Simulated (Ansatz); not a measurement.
## Molecular dynamics of CaF₂

input.yaml

```yaml
accuracy: low
crystal:
  lattice:
    - [5.45095, 0.0, 0.0]
    - [0.0, 5.45095, 0.0]
    - [0.0, 0.0, 21.539163]
  atoms:
    - { symbol: Ca, position: [0.5, 0.0, 0.0464271] }
    - { symbol: F, position: [0.25, 0.75, 0.23717354] }
    - { symbol: F, position: [0.25, 0.25, 0.23717354] }
    - { symbol: Ca, position: [0.5, 0.5, 0.18611078] }
    - { symbol: F, position: [0.25, 0.25, 0.109695] }
    - { symbol: F, position: [0.25, 0.75, 0.109695] }
    - { symbol: Ca, position: [0.0, 0.0, 0.18611078] }
    - { symbol: F, position: [0.75, 0.75, 0.109695] }
    - { symbol: F, position: [0.75, 0.25, 0.109695] }
    - { symbol: Ca, position: [0.0, 0.5, 0.0464271] }
    - { symbol: F, position: [0.75, 0.25, 0.23717354] }
    - { symbol: F, position: [0.75, 0.75, 0.23717354] }
    - { symbol: Ca, position: [0.5, 0.0, 0.31391562] }
    - { symbol: F, position: [0.25, 0.75, 0.4921871] }
    - { symbol: F, position: [0.25, 0.25, 0.4921871] }
    - { symbol: Ca, position: [0.5, 0.5, 0.44224238] }
    - { symbol: F, position: [0.25, 0.25, 0.36521281] }
    - { symbol: F, position: [0.25, 0.75, 0.36521281] }
    - { symbol: Ca, position: [0.0, 0.0, 0.44224238] }
    - { symbol: F, position: [0.75, 0.75, 0.36521281] }
    - { symbol: F, position: [0.75, 0.25, 0.36521281] }
    - { symbol: Ca, position: [0.0, 0.5, 0.31391562] }
    - { symbol: F, position: [0.75, 0.25, 0.4921871] }
    - { symbol: F, position: [0.75, 0.75, 0.4921871] }
basis:
  ecutwfc: 500.0
kpoints:
  mp_grid: { grid: [2, 2, 1] }
hamiltonian:
  xc: r2scan
  pseudopotentials: { kind: paw, azcp: { folder: soft_1 } }
scf:
  occupations: { method: fermi_dirac, width: 0.05 }
  lower_state_search: "off"
md:
  timestep: 2
  n_steps: 80
  ensemble: nve
  temperature: 600.0
  initial_velocities: maxwell_boltzmann
  seed: 141125
  constraints: [{ sites: [0, 4, 5, 7, 8, 9] }]
```

Launched with:

```bash
$ ansatz run input.yaml --threads 4 --pin off --max-ram 10240MiB --backend cpu --events-out ev --progress --plain --runs-dir out
```

It starts from a relaxed structure.

Output, in part (one step line in 2):

```
md step     0: t =     0.00 fs  T =   600.0 K  F+E_penalty+E_count = -27570.50681986 eV  E_kin = 1.396008 eV  conserved = -27569.11081187 eV  (30 SCF iters)
md step     2: t =     4.00 fs  T =   581.0 K  F+E_penalty+E_count = -27570.46259227 eV  E_kin = 1.351847 eV  conserved = -27569.11074519 eV  (16 SCF iters)
md step     4: t =     8.00 fs  T =   527.1 K  F+E_penalty+E_count = -27570.33681601 eV  E_kin = 1.226448 eV  conserved = -27569.11036843 eV  (17 SCF iters)
md step     6: t =    12.00 fs  T =   449.2 K  F+E_penalty+E_count = -27570.15482334 eV  E_kin = 1.045081 eV  conserved = -27569.10974209 eV  (5 SCF iters)
md step     8: t =    16.00 fs  T =   364.4 K  F+E_penalty+E_count = -27569.95686989 eV  E_kin = 0.847822 eV  conserved = -27569.10904788 eV  (6 SCF iters)
md step    10: t =    20.00 fs  T =   291.2 K  F+E_penalty+E_count = -27569.78616377 eV  E_kin = 0.677594 eV  conserved = -27569.10857018 eV  (15 SCF iters)
md step    12: t =    24.00 fs  T =   242.5 K  F+E_penalty+E_count = -27569.67278264 eV  E_kin = 0.564330 eV  conserved = -27569.10845220 eV  (6 SCF iters)
md step    14: t =    28.00 fs  T =   221.8 K  F+E_penalty+E_count = -27569.62466688 eV  E_kin = 0.516023 eV  conserved = -27569.10864365 eV  (6 SCF iters)
md step    16: t =    32.00 fs  T =   224.2 K  F+E_penalty+E_count = -27569.63050583 eV  E_kin = 0.521540 eV  conserved = -27569.10896628 eV  (8 SCF iters)
md step    18: t =    36.00 fs  T =   241.0 K  F+E_penalty+E_count = -27569.67010283 eV  E_kin = 0.560835 eV  conserved = -27569.10926791 eV  (9 SCF iters)
md step    20: t =    40.00 fs  T =   264.0 K  F+E_penalty+E_count = -27569.72380823 eV  E_kin = 0.614329 eV  conserved = -27569.10947901 eV  (15 SCF iters)
md step    22: t =    44.00 fs  T =   287.1 K  F+E_penalty+E_count = -27569.77749976 eV  E_kin = 0.667933 eV  conserved = -27569.10956644 eV  (6 SCF iters)
md step    24: t =    48.00 fs  T =   307.4 K  F+E_penalty+E_count = -27569.82476682 eV  E_kin = 0.715232 eV  conserved = -27569.10953493 eV  (7 SCF iters)
md step    26: t =    52.00 fs  T =   325.4 K  F+E_penalty+E_count = -27569.86664510 eV  E_kin = 0.757216 eV  conserved = -27569.10942869 eV  (6 SCF iters)
md step    28: t =    56.00 fs  T =   343.6 K  F+E_penalty+E_count = -27569.90868171 eV  E_kin = 0.799349 eV  conserved = -27569.10933282 eV  (10 SCF iters)
md step    30: t =    60.00 fs  T =   363.8 K  F+E_penalty+E_count = -27569.95585010 eV  E_kin = 0.846522 eV  conserved = -27569.10932829 eV  (15 SCF iters)
md step    32: t =    64.00 fs  T =   386.0 K  F+E_penalty+E_count = -27570.00762678 eV  E_kin = 0.898175 eV  conserved = -27569.10945172 eV  (6 SCF iters)
md step    34: t =    68.00 fs  T =   406.8 K  F+E_penalty+E_count = -27570.05608644 eV  E_kin = 0.946423 eV  conserved = -27569.10966329 eV  (9 SCF iters)
md step    36: t =    72.00 fs  T =   420.5 K  F+E_penalty+E_count = -27570.08828790 eV  E_kin = 0.978412 eV  conserved = -27569.10987589 eV  (7 SCF iters)
md step    38: t =    76.00 fs  T =   422.0 K  F+E_penalty+E_count = -27570.09186211 eV  E_kin = 0.981892 eV  conserved = -27569.10997001 eV  (4 SCF iters)
md step    40: t =    80.00 fs  T =   409.1 K  F+E_penalty+E_count = -27570.06180617 eV  E_kin = 0.951935 eV  conserved = -27569.10987144 eV  (14 SCF iters)
md step    42: t =    84.00 fs  T =   384.8 K  F+E_penalty+E_count = -27570.00483277 eV  E_kin = 0.895240 eV  conserved = -27569.10959237 eV  (5 SCF iters)
md step    44: t =    88.00 fs  T =   356.4 K  F+E_penalty+E_count = -27569.93847875 eV  E_kin = 0.829242 eV  conserved = -27569.10923681 eV  (4 SCF iters)
md step    46: t =    92.00 fs  T =   333.4 K  F+E_penalty+E_count = -27569.88461756 eV  E_kin = 0.775656 eV  conserved = -27569.10896129 eV  (6 SCF iters)
md step    48: t =    96.00 fs  T =   322.9 K  F+E_penalty+E_count = -27569.86017202 eV  E_kin = 0.751292 eV  conserved = -27569.10888006 eV  (6 SCF iters)
md step    50: t =   100.00 fs  T =   327.2 K  F+E_penalty+E_count = -27569.87022478 eV  E_kin = 0.761216 eV  conserved = -27569.10900842 eV  (16 SCF iters)
md step    52: t =   104.00 fs  T =   342.9 K  F+E_penalty+E_count = -27569.90703795 eV  E_kin = 0.797769 eV  conserved = -27569.10926921 eV  (6 SCF iters)
md step    54: t =   108.00 fs  T =   363.2 K  F+E_penalty+E_count = -27569.95459131 eV  E_kin = 0.845045 eV  conserved = -27569.10954613 eV  (6 SCF iters)
md step    56: t =   112.00 fs  T =   380.7 K  F+E_penalty+E_count = -27569.99557182 eV  E_kin = 0.885834 eV  conserved = -27569.10973772 eV  (6 SCF iters)
md step    58: t =   116.00 fs  T =   390.2 K  F+E_penalty+E_count = -27570.01761530 eV  E_kin = 0.907822 eV  conserved = -27569.10979288 eV  (7 SCF iters)
md step    60: t =   120.00 fs  T =   389.8 K  F+E_penalty+E_count = -27570.01673780 eV  E_kin = 0.907022 eV  conserved = -27569.10971602 eV  (17 SCF iters)
md step    62: t =   124.00 fs  T =   381.5 K  F+E_penalty+E_count = -27569.99711981 eV  E_kin = 0.887560 eV  conserved = -27569.10956016 eV  (6 SCF iters)
md step    64: t =   128.00 fs  T =   369.1 K  F+E_penalty+E_count = -27569.96806765 eV  E_kin = 0.858681 eV  conserved = -27569.10938641 eV  (5 SCF iters)
md step    66: t =   132.00 fs  T =   357.1 K  F+E_penalty+E_count = -27569.94010159 eV  E_kin = 0.830851 eV  conserved = -27569.10925090 eV  (7 SCF iters)
md step    68: t =   136.00 fs  T =   349.2 K  F+E_penalty+E_count = -27569.92163735 eV  E_kin = 0.812453 eV  conserved = -27569.10918431 eV  (7 SCF iters)
md step    70: t =   140.00 fs  T =   347.2 K  F+E_penalty+E_count = -27569.91693848 eV  E_kin = 0.807739 eV  conserved = -27569.10919940 eV  (15 SCF iters)
md step    72: t =   144.00 fs  T =   350.7 K  F+E_penalty+E_count = -27569.92536306 eV  E_kin = 0.816079 eV  conserved = -27569.10928423 eV  (4 SCF iters)
md step    74: t =   148.00 fs  T =   357.9 K  F+E_penalty+E_count = -27569.94205521 eV  E_kin = 0.832646 eV  conserved = -27569.10940963 eV  (5 SCF iters)
md step    76: t =   152.00 fs  T =   365.5 K  F+E_penalty+E_count = -27569.95997884 eV  E_kin = 0.850451 eV  conserved = -27569.10952804 eV  (5 SCF iters)
md step    78: t =   156.00 fs  T =   370.9 K  F+E_penalty+E_count = -27569.97267258 eV  E_kin = 0.863075 eV  conserved = -27569.10959776 eV  (7 SCF iters)
md step    80: t =   160.00 fs  T =   372.6 K  F+E_penalty+E_count = -27569.97658314 eV  E_kin = 0.866960 eV  conserved = -27569.10962274 eV  (15 SCF iters)
```

The run went to its last step. The conserved energy stayed within 0.099 meV per atom of its start (net change 0.05 meV per atom), so the integration is sound. A run of 0.16 ps of so small a system gives no equilibrium averages. Limits of this set-up: coarse k mesh, thin slab, slab without dipole correction, a typed lattice constant that wasn't relaxed here, low accuracy level.

Mean squared displacements from the first frame to the last: Ca 0.15 Å², F 0.30 Å².

Last frame:

```xyz
24
Lattice="5.4509 0.0000 0.0000 0.0000 5.4509 0.0000 0.0000 0.0000 21.5392" Properties=species:S:1:pos:R:3
Ca 2.725 0.000 1.000
F 1.097 4.125 5.130
F 1.966 1.242 5.097
Ca 2.825 3.069 4.191
F 1.363 1.363 2.363
F 1.363 4.088 2.363
Ca 0.094 0.353 4.045
F 4.088 4.088 2.363
F 4.088 1.363 2.363
Ca 0.000 2.725 1.000
F 4.734 2.080 4.994
F 3.828 4.841 5.004
Ca 2.742 0.360 6.941
F 1.854 4.435 10.997
F 1.708 1.707 10.816
Ca 2.973 3.066 9.785
F 0.979 1.281 7.962
F 1.729 4.009 7.910
Ca 0.398 0.233 9.886
F 4.360 4.606 7.974
F 3.639 2.136 7.664
Ca 0.052 3.069 6.913
F 4.473 1.696 10.761
F 4.294 4.383 10.869
```

The run took 13 min on 4 threads of Arm Neoverse V2, on a shared host, peak memory 2.3 GiB.
